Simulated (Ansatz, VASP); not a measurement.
# One calculation of ZrC, two programs

```
Zr C
1.0
     0.00000    2.42072    2.27970
     2.42072    0.00000    2.27970
     2.42072    2.42072    0.00000
Zr C
1 1
Direct
  0.50000 0.50000 0.50000
  0.00000 0.00000 0.00000
```

Change from the starting cell: strain +0.030 along x and y, -0.030 along z, atoms carried along.

Alike in both runs: task single point; functional PBEsol; k mesh 18 × 18 × 18; occupations gaussian, width 0.15 eV; no spin polarisation.

```csv
,VASP,Ansatz
version,VASP 6.6.1,Ansatz 0.2.0
potentials or method,"VASP PAW PBE potentials, release 64 (Zr_sv, C)","scalar-relativistic, plane waves, PAW"
plane-wave cutoff (eV),520,420
valence electrons in the cell,16,16
```

|  | VASP | Ansatz | Ansatz less VASP |
| --- | --- | --- | --- |
| gap on the k mesh at the Fermi level (eV) | none | none | - |
| pressure (GPa) | -8.7 | -9.0 | -0.32 |
| largest component of the traceless stress (GPa) | 13.87 | 13.76 | -0.105 |

A gap of «none» marks a metal or a gap that the smearing closes. With one functional, cell and mesh, what is left measures potentials, basis and numerics.

Caveats: the PAW data sets were made with another functional, which shifts forces and pressure a little (VASP).
